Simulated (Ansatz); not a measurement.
# ZnSe: the cost of one run

Method: DFT PBE, scalar-relativistic, plane waves, PAW, in Ansatz 0.2.0.

1 further run of the same task is left out (it didn't finish). Runs told in other sessions of the task aren't counted.

## 1. The starting structure

It takes space group F-43m (No. 216, cubic). Conventional cell: a = 5.732 Å, b = 5.732 Å, c = 5.732 Å, α = 90.00°, β = 90.00°, γ = 90.00°. Around Zn (site symmetry -43m) lie 4 Se at 2.48 Å. Se (site symmetry -43m) has 4 Zn at 2.48 Å in its first shell of neighbours.

Structure file:

```xyz
2
Lattice="0.0000 2.8661 2.8661 2.8661 0.0000 2.8661 2.8661 2.8661 0.0000" Properties=species:S:1:pos:R:3 pbc="T T T"
Zn    0.0000    0.0000    0.0000
Se    4.2992    4.2992    4.2992
```

The cell was relaxed beforehand at this level, from a generated guess; it needn't be the stable form of this composition. At a tolerance of 0.02 Å it has space group F-43m (No. 216); it has 23.54 Å³/atom, an uncorrected energy of -0.71 eV/atom over the elements.

## 2. Static run: bands, density of states and charges

File input.yaml:

```yaml
crystal:
  lattice:
    - [0.0, 2.8661434335, 2.8661434335]
    - [2.8661434335, 0.0, 2.8661434335]
    - [2.8661434335, 2.8661434335, 0.0]
  atoms:
    - { symbol: Zn, position: [0.0, 0.0, 0.0] }
    - { symbol: Se, position: [0.75, 0.75, 0.75] }
basis:
  ecutwfc: 420
kpoints:
  mp_grid: { grid: [8, 8, 8] }
  band_path:
    path:
      - [[0.0, 0.0, 0.0], [-0.5, -0.5, 0.0], [-0.375, -0.375, 0.25]]
      - [[-0.375, 0.0, 0.375], [0.0, 0.0, 0.0], [0.0, 0.0, 0.5], [-0.5, -0.25, 0.25], [-0.5, -0.5, 0.0]]
    npoints: 14
hamiltonian:
  xc: pbe
scf:
  occupations: { method: gaussian, width: 0.02 }
  n_extra_bands: 6
output:
  forces: true
  stress: true
  eigenvalues: true
  populations: true
  dos: { projected: true, de: 0.02, nscf_kmesh: { grid: [12, 12, 12] } }
  bader: true
  write_density: true
  write_potential: true
  elf: true
  volumetric_format: npy
```

Launch:

```
> ansatz run input.yaml --threads 1 --pin off --max-ram 2560MiB --backend cpu --events-out ev --progress --plain --runs-dir out
```

What time and memory should one allow on 1 thread of Arm Neoverse V1, shared host?

About 25 s, with a peak of 0.32 GiB.
